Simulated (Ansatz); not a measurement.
The system is EuS.

```
Eu S
1.0
     0.00000    2.97850    2.97850
     2.97850    0.00000    2.97850
     2.97850    2.97850    0.00000
Eu S
1 1
Direct
  0.00000 0.00000 0.00000
  0.50000 0.50000 0.50000
```

Base run:

```yaml
Program: Ansatz 0.2.0
Functional: PBEsol
Potentials_or_basis: Ansatz PAW
Cutoff: "420 eV (not typed: the program's choice for these potentials)"
k_mesh: 8 × 8 × 8
Occupations: gaussian, width 0.05 eV
Spin: collinear spin, ferromagnetic start
Starting_moments: "[7.0, 0.0] μB"
```

Its results: band gap on the k mesh none (metal or under the smearing width); pressure -5.4 GPa; net moment 6.99 μB per cell; site moments Eu +6.75; S -0.06 μB.

Task: The run is repeated on the same cell with these changes: functional from PBEsol to RPBE. What comes out?

Result: Band gap on the k mesh none (metal or under the smearing width); pressure -0.2 GPa; net moment 7.00 μB per cell; site moments Eu +6.77; S -0.07 μB.

RPBE binds less tightly than PBEsol, so the same cell stands under more pressure.

Caveats: spin-orbit coupling is left out, which moves the levels of the heavy elements; a cell with one magnetic atom can't hold antiferromagnetic order, which such compounds often take; without U or exact exchange the open f shell lies at the Fermi level, which spoils levels, moments and volumes; the PAW data sets come from PBE, with cores solved anew for the run's functional, which leaves a small shift of forces and pressure.
